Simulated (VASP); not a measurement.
SnO2:

```
Sn O
1.0
    -2.00007    2.00007    5.12368
     2.00007   -2.00007    5.12368
     2.00007    2.00007   -5.12368
Sn O
2 4
Cartesian
  0.0000 0.0000 0.0000
  0.0000 2.0001 2.5618
  0.0000 2.0001 0.4767
  0.0000 0.0000 2.0851
  0.0000 2.0001 4.6469
  0.0000 0.0000 8.1623
```

Measurements of this composition are mostly on another form, of space group No. 136.

- Program: VASP 6.6.1
- Task: single point
- Functional: PBE
- Potentials or basis: VASP PAW PBE potentials, release 64 (Sn_d, O)
- Cutoff: 520 eV
- k mesh: 9 × 9 × 9
- Occupations: fermi-dirac, width 0.05 eV
- Spin: no spin polarisation

On this cell: pressure 6.5 GPa; largest force 0.066 eV/Å; band gap on the k mesh 1.64 eV, indirect (least direct gap 2.02 eV).

The same run follows on a disturbed copy (atoms moved at random, drawn with an rms of 0.05 Å):

```
Sn O
1.0
    -2.00007    2.00007    5.12368
     2.00007   -2.00007    5.12368
     2.00007    2.00007   -5.12368
Sn O
2 4
Cartesian
  -0.0006 0.0150 -0.0155
  0.0595 2.0195 2.5991
  -0.0289 2.0214 0.4633
  0.0178 -0.0001 2.0710
  -0.0473 2.0032 4.6453
  -0.0110 0.0169 8.1543
```

Problem. What changes?

Solution. The energy moves by +18.0 meV/atom; pressure 7.0 GPa; largest force 1.928 eV/Å; band gap on the k mesh 1.61 eV, indirect (least direct gap 1.89 eV).

Forces in eV/Å, atoms in the order of the input:
```
Sn  -0.695  0.098  0.624
Sn  -1.367 -0.284 -1.329
O   -0.008 -0.281  0.204
O   -0.043  0.457  0.243
O    1.076  0.034  0.196
O    1.036 -0.024  0.063
```

Stress tensor (GPa, compression positive):
```
10.34 -0.04  1.50
-0.04  4.25 -0.12
 1.50 -0.12  6.47
```

Caveats: spin-orbit coupling is left out, which moves the levels of the heavy elements; an odd mesh through Γ misses points on the zone boundary, where band edges often lie.
